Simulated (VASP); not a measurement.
# Sb (Fm-3m) in VASP: further runs

One crystal, Sb, is run at these levels: r2SCAN; tasks: single point.

Everything below comes from runs of VASP 6.6.1. Logs are shortened: lines on timing, memory, paths and dates and some standing lists are left out, and cuts for length are marked.

## Step 1: Starting point

Symmetry: Fm-3m, No. 225, cubic system. The conventional cell has a = 4.742 Å, b = 4.742 Å, c = 4.742 Å, α = 90.00°, β = 90.00°, γ = 90.00°. Sb (site symmetry m-3m) is surrounded by 12 Sb at 3.35 Å.

This isn't the form of Sb at room conditions, which is rhombohedral.

## Step 2: Single point, r2SCAN

INCAR

```
SYSTEM = Sb
  PREC = Accurate
  ENCUT = 450
  EDIFF = 1E-6
  ISMEAR = 0
  SIGMA = 0.5
  LREAL = .FALSE.
  LASPH = .TRUE.
  NELM = 100
  ALGO = Normal
  ISIF = 2
  LWAVE = .FALSE.
  LCHARG = .FALSE.
  METAGGA = R2SCAN
  LMIXTAU = .TRUE.
  NBANDS = 8
  ADDGRID = .FALSE.
```

KPOINTS

```
regular mesh
0
G
  4 4 4
  0 0 0
```

POSCAR

```
Sb
1.0
    0.0000000000      2.3712425216      2.3712425216
    2.3712425216      0.0000000000      2.3712425216
    2.3712425216      2.3712425216      0.0000000000
Sb
1
Direct
    0.0000000000      0.0000000000      0.0000000000
```

Potentials or basis: VASP PAW PBE potentials, release 64 (Sb).

Command:

```
$ cat potpaw_PBE.64/Sb/POTCAR > POTCAR
$ mpirun -np 1 vasp_std > vasp.out
```

OUTCAR:

```text
SYSTEM = Sb
   PREC = Accurate
   ENCUT = 450
   EDIFF = 1E-6
   ISMEAR = 0
   LREAL = .FALSE.
   LASPH = .TRUE.
   NELM = 100
   ISIF = 2
   METAGGA = R2SCAN

 Found      8 irreducible k-points:

 Following reciprocal coordinates:
            Coordinates               Weight
  0.000000  0.000000  0.000000      1.000000
  0.250000  0.000000  0.000000      8.000000
  0.500000  0.000000  0.000000      4.000000
  0.250000  0.250000  0.000000      6.000000
  0.500000  0.250000  0.000000     24.000000
 -0.250000  0.250000  0.000000     12.000000
   k-points           NKPTS =      8   k-points in BZ     NKDIM =      8   number of bands    NBANDS=      8
   number of dos      NEDOS =    301   number of ions     NIONS =      1
   total plane-waves  NPLWV =  13824
   dimension x,y,z NGX =    24 NGY =   24 NGZ =   24
   dimension x,y,z NGXF=    48 NGYF=   48 NGZF=   48
   ions per type =               1
   NGX,Y,Z   is equivalent  to a cutoff of  11.90, 11.90, 11.90 a.u.
   NGXF,Y,Z  is equivalent  to a cutoff of  23.80, 23.80, 23.80 a.u.
 SYSTEM =  Sb
   PREC   = accura    normal or accurate (medium, high low for compatibility)
   ISTART =      0    job   : 0-new  1-cont  2-samecut
   ICHARG =      2    charge: 1-file 2-atom 10-const
   ISPIN  =      1    spin polarized calculation?
   LNONCOLLINEAR =      F non collinear calculations
   LSORBIT =      F    spin-orbit coupling
   LASPH  =      T    aspherical Exc in radial PAW
   ENCUT  =  450.0 eV  33.07 Ry    5.75 a.u.   5.80  5.80  5.80*2*pi/ulx,y,z
   NELM   =    100;   NELMIN=  2; NELMDL= -5     # of ELM steps
   EDIFF  = 0.1E-05   stopping-criterion for ELM
   LREAL  =      F    real-space projection
   EDIFFG = 0.1E-04   stopping-criterion for IOM
   NSW    =      0    number of steps for IOM
   IBRION =     -1    ionic relax: 0-MD 1-quasi-New 2-CG
   NFREE  =      0    steps in history (QN), initial steepest desc. (CG)
   ISIF   =      2    stress and relaxation
   ISYM   =      2    0-nonsym 1-usesym 2-fastsym
   POTIM  = 0.5000    time-step for ionic-motion
   TEBEG  =    0.0;   TEEND  =   0.0 temperature during run
   PSTRESS=    0.0 pullay stress
   NELECT =       5.0000    total number of electrons
   NUPDOWN=      -1.0000    fix difference up-down
   EMIN   =  10.00;   EMAX   =-10.00  energy-range for DOS
   EFERMI =   0.00;   METHOD = LEGACY
   ISMEAR =     0;   SIGMA  =   0.50  broadening in eV -4-tet -1-fermi 0-gaus
   EFERMI_NEDOS =   21; number of points for ismear=-14 and -15
   IALGO  =     38    algorithm
   IMIX   =      4    mixing-type and parameters
     AMIX     =   0.40;   BMIX     =  1.00
     AMIX_MAG =   1.60;   BMIX_MAG =  1.00
  volume/ion in A,a.u.               =      26.67       179.95
  Fermi-wavevector in a.u.,A,eV,Ry     =   0.937013  1.770697 11.945820  0.877993
  Thomas-Fermi vector in A             =   2.064081
   LORBIT       =      0    0 simple, 1 ext, 2 COOP (PROOUT), +10 PAW based schemes
   METAGGA = R2SCAN    functional components
   LHFCALC =     F    Hartree Fock is set to
   AEXX    =    0.0000 exact exchange contribution
   IVDW    =     0    specifies the selected vdW correction
   LEPSILON=     F    determine dielectric tensor
   LRPA    =     F    only Hartree local field effects (RPA)
 non-spin polarized calculation
 Gauss-broadening in eV      SIGMA  =   0.50
  energy-cutoff  :      450.00
  volume of cell :       26.67
 maximum number of plane-waves:       604
   NGX = 11   NGY = 11   NGZ = 11

 number of electron       5.0000000 magnetization

 Free energy of the ion-electron system (eV)
  ---------------------------------------------------
  ext. energy  EPLUGINS =         0.00000000
  ---------------------------------------------------
  free energy    TOTEN  =       -25.35808736 eV

  energy without entropy =      -25.23684335  energy(sigma->0) =      -25.29746535

 E-fermi :   8.0057     XC(G=0): -10.9054

 val. band max:        7.8093082637   @ k =   0.5000   0.2500   0.0000
 cond. band min:       8.9512409669   @ k =   0.5000   0.5000   0.0000
 fundamental gap:      1.1419327032
 Fermi energy:         8.0057467905

 k-point     1 :       0.0000    0.0000    0.0000
  band No.  band energies     occupation
      1      -5.0896      2.00000
      2      14.2987      0.00000
      3      14.2987      0.00000
      4      14.2987      0.00000
      5      19.0408      0.00000
      6      19.0408      0.00000
      7      19.0408      0.00000
      8      19.5655      0.00000

 k-point     2 :       0.2500    0.0000    0.0000
  band No.  band energies     occupation
      1      -3.7779      2.00000
      2       7.7725      1.49057
      3      13.1731      0.00000
      4      13.1731      0.00000
      5      17.4293      0.00000
      6      19.5143      0.00000
      7      19.5143      0.00000
      8      21.1531      0.00000

 k-point     3 :       0.5000    0.0000    0.0000
  band No.  band energies     occupation
      1      -1.0029      2.00000
      2       2.3552      2.00000
      3      12.4560      0.00000
      4      12.4560      0.00000
      5      17.3896      0.00000
      6      18.1663      0.00000
      7      18.1663      0.00000
      8      19.0804      0.00000

 k-point     4 :       0.2500    0.2500    0.0000
  band No.  band energies     occupation
      1      -3.3327      2.00000
      2       9.6192      0.00001
      3      10.8062      0.00000
      4      10.8062      0.00000
      5      14.8662      0.00000
      6      15.8527      0.00000
      7      23.8474      0.00000
      8      23.8474      0.00000

 k-point     5 :       0.5000    0.2500    0.0000
  band No.  band energies     occupation
      1      -0.5945      2.00000
      2       4.3045      2.00000
      3       7.8093      1.42152
      4      10.2702      0.00000
      5      14.5466      0.00000
      6      19.3287      0.00000
      7      22.1318      0.00000
      8      23.0888      0.00000

 k-point     6 :      -0.2500    0.2500    0.0000
  band No.  band energies     occupation
      1      -1.7032      2.00000
      2       6.0065      2.00000
      3       7.0014      1.99550
      4      12.1722      0.00000
      5      16.2791      0.00000
      6      20.8868      0.00000
      7      21.0454      0.00000
      8      21.5490      0.00000

 [... further k-points ...]

------------------------ aborting loop because EDIFF is reached ----------------------------------------

  FORCE on cell =-STRESS in cart. coord.  units (eV):
  Direction    XX          YY          ZZ          XY          YZ          ZX
  --------------------------------------------------------------------------------------
  -------------------------------------------------------------------------------------
  Total       -0.1048458     -0.1048458     -0.1048458     -0.0000000      0.0000000      0.0000000
  in kB       -6.2994636     -6.2994636     -6.2994636     -0.0000000      0.0000000      0.0000000
  external PRESSURE =      -6.2994636 kB  Pullay stress =       0.0000000 kB

 VOLUME and BASIS-vectors are now :
 -----------------------------------------------------------------------------
  energy-cutoff  :      450.00
  volume of cell :       26.67
      direct lattice vectors                 reciprocal lattice vectors
     0.000000000  2.371242522  2.371242522    -0.210859916  0.210859916  0.210859916
     2.371242522  0.000000000  2.371242522     0.210859916 -0.210859916  0.210859916
     2.371242522  2.371242522  0.000000000     0.210859916  0.210859916 -0.210859916

 POSITION                                       TOTAL-FORCE (eV/Angst)
 -----------------------------------------------------------------------------------
      0.00000      0.00000      0.00000         0.000000      0.000000      0.000000
 -----------------------------------------------------------------------------------
    total drift:                                0.000000     -0.000000      0.000000

  FREE ENERGIE OF THE ION-ELECTRON SYSTEM (eV)
  ---------------------------------------------------
  free  energy   TOTEN  =       -25.3580873613 eV

  energy  without entropy=      -25.2368433470  energy(sigma->0) =      -25.29746535
```

It used 8.6 s of CPU time on 1 thread of Intel(R) Xeon(R) Platinum 8559C (Emerald Rapids), with other jobs on the host, which was overloaded at the time.

These settings aren't checked as converged: the numbers below hold their error.

What came out:

- Free energy: -25.3581 eV
- Pressure: -0.6 GPa
- Band gap on the k mesh: none (metal or under the smearing width)

Caveat: the k mesh is coarse (spacing up to 0.57 Å⁻¹), so the values aren't converged; the PAW data sets were made with another functional, which shifts forces and pressure a little.

## Step 3: Single point, r2SCAN

Edit INCAR of step 2 so:

```diff
@@ -5,3 +5,3 @@
   ISMEAR = 0
-  SIGMA = 0.5
+  SIGMA = 0.2
   LREAL = .FALSE.
```

KPOINTS is that of step 2.

POSCAR is that of step 2.

Potentials or basis: VASP PAW PBE potentials, release 64 (Sb).

Command:

```
$ cat potpaw_PBE.64/Sb/POTCAR > POTCAR
$ mpirun -np 1 vasp_std > vasp.out
```

OUTCAR:

```text
SYSTEM = Sb
   PREC = Accurate
   ENCUT = 450
   EDIFF = 1E-6
   ISMEAR = 0
   LREAL = .FALSE.
   LASPH = .TRUE.
   NELM = 100
   ISIF = 2
   METAGGA = R2SCAN

 Found      8 irreducible k-points:

 Following reciprocal coordinates:
            Coordinates               Weight
  0.000000  0.000000  0.000000      1.000000
  0.250000  0.000000  0.000000      8.000000
  0.500000  0.000000  0.000000      4.000000
  0.250000  0.250000  0.000000      6.000000
  0.500000  0.250000  0.000000     24.000000
 -0.250000  0.250000  0.000000     12.000000
   k-points           NKPTS =      8   k-points in BZ     NKDIM =      8   number of bands    NBANDS=      8
[... 142 lines left out ...]

  FORCE on cell =-STRESS in cart. coord.  units (eV):
  Direction    XX          YY          ZZ          XY          YZ          ZX
  --------------------------------------------------------------------------------------
  -------------------------------------------------------------------------------------
  Total       -0.1026381     -0.1026381     -0.1026381     -0.0000000     -0.0000000     -0.0000000
  in kB       -6.1668183     -6.1668183     -6.1668183     -0.0000000     -0.0000000     -0.0000000
  external PRESSURE =      -6.1668183 kB  Pullay stress =       0.0000000 kB

 VOLUME and BASIS-vectors are now :
 -----------------------------------------------------------------------------
  energy-cutoff  :      450.00
  volume of cell :       26.67
      direct lattice vectors                 reciprocal lattice vectors
     0.000000000  2.371242522  2.371242522    -0.210859916  0.210859916  0.210859916
     2.371242522  0.000000000  2.371242522     0.210859916 -0.210859916  0.210859916
     2.371242522  2.371242522  0.000000000     0.210859916  0.210859916 -0.210859916

 POSITION                                       TOTAL-FORCE (eV/Angst)
 -----------------------------------------------------------------------------------
      0.00000      0.00000      0.00000         0.000000      0.000000      0.000000
 -----------------------------------------------------------------------------------
    total drift:                               -0.000000      0.000000      0.000000

  FREE ENERGIE OF THE ION-ELECTRON SYSTEM (eV)
  ---------------------------------------------------
  free  energy   TOTEN  =       -25.2864826453 eV

  energy  without entropy=      -25.2390621352  energy(sigma->0) =      -25.26277239
```

It used 8 s of CPU time on 1 thread of Intel(R) Xeon(R) Platinum 8559C (Emerald Rapids), with other jobs on the host, which was overloaded at the time.

These settings aren't checked as converged: the numbers below hold their error.

Results:

```yaml
Free_energy: -25.2865 eV
Pressure: -0.6 GPa
Band_gap_on_the_k_mesh: none (metal or under the smearing width)
```

Caveat: the k mesh is coarse (spacing up to 0.57 Å⁻¹), so the values aren't converged; the PAW data sets were made with another functional, which shifts forces and pressure a little.

## Step 4: The reference run

An earlier run on the cell as given: functional PBEsol; potentials or basis VASP PAW PBE potentials, release 64 (Sb); cutoff 520 eV; k mesh 10 × 10 × 10; occupations fermi-dirac, width 0.05 eV; no spin polarisation.

* Pressure: -1.2 GPa
* Band gap on the k mesh: none (metal or under the smearing width)
